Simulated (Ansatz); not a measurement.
# MgO (P-6m2) in Ansatz: single point with LDA

Aim: the single point of MgO with LDA.

Everything below comes from runs of Ansatz 0.2.0. Logs are shortened: lines on timing, memory, paths and dates and some standing lists are left out, and cuts for length are marked.

### 1 The cell of the first run

It takes space group P-6m2 (No. 187, hexagonal). The conventional cell has a = 2.727 Å, b = 2.727 Å, c = 2.488 Å, α = 90.00°, β = 90.00°, γ = 120.00°. Mg (site symmetry -6m2) has 6 O at 2.01 Å as nearest neighbours. O (site symmetry -6m2) is surrounded by 6 Mg at 2.01 Å.

Measurements of this composition are mostly on another form, of space group No. 225.

### 2 Single point, LDA (volume scaled by 0.8)

Contents of input.yaml:

```yaml
crystal:
  lattice:
    - [2.7274170036, 0.0, 0.0]
    - [-1.3637085018, 2.3620124119, 0.0]
    - [0.0, 0.0, 2.4875945531]
  atoms:
    - { symbol: Mg, position: [0.0, 0.0, 0.0] }
    - { symbol: O, position: [0.3333333333, 0.6666666667, 0.5] }
kpoints:
  mp_grid: { grid: [10, 10, 10] }
scf:
  occupations: { method: gaussian, width: 0.01 }
hamiltonian:
  xc: lda
  pseudopotentials: { kind: all_electron, lapw: { basis_error: 0.001 } }
output:
  forces: true
  stress: true
  eigenvalues: true
```

Potentials or basis: all-electron LAPW, scalar-relativistic.

Run with:

```bash
> ansatz run input.yaml --threads 1 --pin off --max-ram 3072MiB --backend cpu --events-out ev --progress --plain --runs-dir out
```

Output:

```text
Warning: RAYON_NUM_THREADS=1 ignored (pool sized by the plan → 1); use --threads N
LAPW: plane waves up to 9.561 Å⁻¹, error target 1.0e-3 eV per atom; small_component_spin mean_spin; O in spheres of 0.982 Å, 8 of its electrons in bands, Dirac shells []; Mg in spheres of 1.025 Å, 10 of its electrons in bands, Dirac shells [] (how accurate: hamiltonian.pseudopotentials.lapw.basis_error, Limitations)
Engine: ansatz 0.2.0, x86_64-unknown-linux-gnu
Pseudopotentials: kind: all_electron
Pseudopotential: Mg, LAPW, valence charge 10, lapw/all_electron/scalar/gaussian/Mg, Koelling and Harmon's equation, gaussian nucleus
Pseudopotential: O, LAPW, valence charge 8, lapw/all_electron/scalar/gaussian/O, Koelling and Harmon's equation, gaussian nucleus
Functional definition: SPW92
  exchange = slater_x
  correlation = pw_c
Crystal: 2 atoms, lattice volume = 16.026 Å³
Basis set: ecut = 348.3148851622961 eV, 241 PW (Γ), exchange–correlation at level 2
Bands: 13, of which v1, the nominal top of the filled ones, is band 9 counted from 1 (8 counted from 0)
Symmetry: 12 space group operations
Space group: P-6m2 (ITA 187), of the structure as read, at distance tolerance 2.5e-5 Å
k-points: 84 of 1000 (time reversal used)
Non-local potential: Mg, projectors of the file, none
Non-local potential: O, projectors of the file, none
Initial density: superposition of atomic densities (chi_scale 0.1, normalization cell, long waves kept (reshape's long-wave potential 0.00 eV rms))
Initial wavefunctions: plane waves of lowest kinetic energy (no species holds an atomic orbital)
Functional: x = slater, c = lda
iter 1 solved again at ethr=1.48e-2 eV; its pass at ethr=1.00e-1 eV (dr2=2.66e0 eV) is discarded
SCF iter   1: F=—  HF=-7469.611484 eV  |F-HF|=—  |Δ(HF+E_count)|=         —  Δρ=1.25e-1  dr2=2.66e0  ethr=1.48e-2  ⟨swp⟩=2.0  Hψ=7658  notcnv=0
preconditioner: auto → none  [insulator: Δε(μ)=7.409 eV  Ē_g=21.983 eV  σ=0.010 eV  W_gap=1.00  n_scr=8 (ndim 8)  ℏωp=26.2 eV  f_vac=0.000  D(μ)=0.00/eV (n_scr^D=0)  ε∞_Penn≈2.4]
iter 2 solved again at ethr=1.95e-4 eV; its pass at ethr=1.48e-2 eV (dr2=3.51e-2 eV) is discarded
SCF iter   2: F=—  HF=-7468.013525 eV  |F-HF|=—  |Δ(HF+E_count)|=    1.60e0  Δρ=2.26e-2  dr2=3.50e-2  ethr=1.95e-4  ⟨swp⟩=2.8  Hψ=6009  notcnv=0
SCF iter   3: F=—  HF=-7467.752791 eV  |F-HF|=—  |Δ(HF+E_count)|=   2.61e-1  Δρ=1.67e-2  dr2=5.06e-2  ethr=1.94e-4  ⟨swp⟩=3.0  Hψ=3841  notcnv=0
SCF iter   4: F=—  HF=-7467.734991 eV  |F-HF|=—  |Δ(HF+E_count)|=         —  Δρ=6.55e-4  dr2=2.58e-5  ethr=1.94e-4  ⟨swp⟩=2.2  Hψ=3292  notcnv=0
the basis was enlarged: its passes take 56.1 KiB over the memory plan, 1 of 1 planned eigensolver slots
SCF iter   5: F=—  HF=-7467.734947 eV  |F-HF|=—  |Δ(HF+E_count)|=   4.37e-5  Δρ=1.93e-4  dr2=1.80e-6  ethr=1.43e-7  ⟨swp⟩=3.0  Hψ=3407  notcnv=0
SCF iter   6: F=—  HF=-7467.734946 eV  |F-HF|=—  |Δ(HF+E_count)|=   5.98e-7  Δρ=6.30e-5  dr2=6.04e-7  ethr=1.00e-8  ⟨swp⟩=2.3  Hψ=2964  notcnv=0
SCF iter   7: F=-7467.734946 eV  HF=-7467.734946 eV  |F-HF|=2.69e-10  |Δ(HF+E_count)|=   5.12e-8  Δρ=5.33e-6  dr2=3.58e-9  ethr=3.36e-9  ⟨swp⟩=2.0  Hψ=2940  notcnv=0
SCF 1 converged in 7 iterations: F = -7467.734946 eV  dr2 = 3.58e-9
SCF converged after 7 iterations
Free energy (F): -7467.734946 eV
Harris-Foulkes:  -7467.734946 eV  (|F-HF|=2.69e-10)
Internal energy: -7467.734946 eV  (E = F + TS)
E sigma→0 (E₀):  -7467.734946 eV
Fermi energy:    12.660533 eV
--- Per-component energies (eV) ---
  E_band       = -1244.622628
  E_kinetic    = 7471.662063
  E_xc         = -650.817644
  E_electrostatic = -14288.579365  (all electrons and nuclei)
  E_smearing   = -0.000000  (= −TS)
  E_closure    = 0.000000  (closes the sum)
  E_atoms      = -7455.442957  (free atoms, spherical and without spin; not in F)
  Σ components = -7467.734946   (vs F -7467.734946, Δ=0.00e0)
  Basis errors (estimates in eV, not in F): energy 3.6e-4 per atom: plane waves 3.4e-4 (1.9e-4 summed), levels above the bands 0.0e0, relativity 6.4e-9, radial functions 2.3e-5, core shells 2.3e-11; eigenvalues (radial functions only) 1.4e-5; not estimated: angular momenta, meshes, grids; target (lapw.basis_error) 1.0e-3; muffin-tin radii O 0.982 Å, Mg 1.025 Å
--- Forces (eV/Å), atoms counted from 1 ---
  atom   1  Mg     0.00000000    -0.00000000     0.00000000
  atom   2  O      0.00000000     0.00000000     0.00000000
  max |Σ_I F_I| component: 3.70e-17 eV/Å
--- Stress (GPa, compression-positive) ---
       31.278486      -0.000000       0.000000
       -0.000000      31.278486       0.000000
        0.000000       0.000000      41.258837
  P = ⅓ Tr σ = 34.6053 GPa (346.053 kbar)
--- Band table (eV; the first three rows and the last of 84) ---
  k-point 0: bands = ["-489.0936", "-61.7602", "-29.1279", "-29.1279", "-29.0549", "-8.2449", "9.4663", "9.4663", "9.8126", "15.0755", "22.5604", "27.4490", "27.4490"]
  k-point 1: bands = ["-489.0936", "-61.7572", "-29.1254", "-29.1254", "-29.0811", "-8.1090", "8.9670", "9.5245", "9.5245", "15.6320", "22.8766", "27.5508", "27.5508"]
  k-point 2: bands = ["-489.0936", "-61.7495", "-29.1493", "-29.1190", "-29.1190", "-7.7302", "7.2272", "9.6806", "9.6806", "16.7300", "23.3554", "27.8477", "27.8477"]
  k-point 83: bands = ["-489.0936", "-61.7074", "-29.2696", "-29.2199", "-29.1883", "-5.3494", "5.8105", "6.7036", "7.4689", "16.9455", "23.0768", "25.9206", "26.6238"]
```

Wall time 13 s (1 thread of Intel Xeon at 2.70GHz, shared host); peak memory 0.3 GiB.

Results:

```
Free energy            : -7467.7349 eV
Pressure               : 34.6 GPa
Band gap on the k mesh : 4.83 eV, indirect (least direct gap 5.26 eV)
```

Stress tensor (GPa, compression positive):
```
31.28  0.00  0.00
 0.00 31.28  0.00
 0.00  0.00 41.26
```

Caveat: so large a pressure means that the cell lies far from this level's equilibrium, or that cutoff or potentials fall short. A k mesh can miss the band edges.
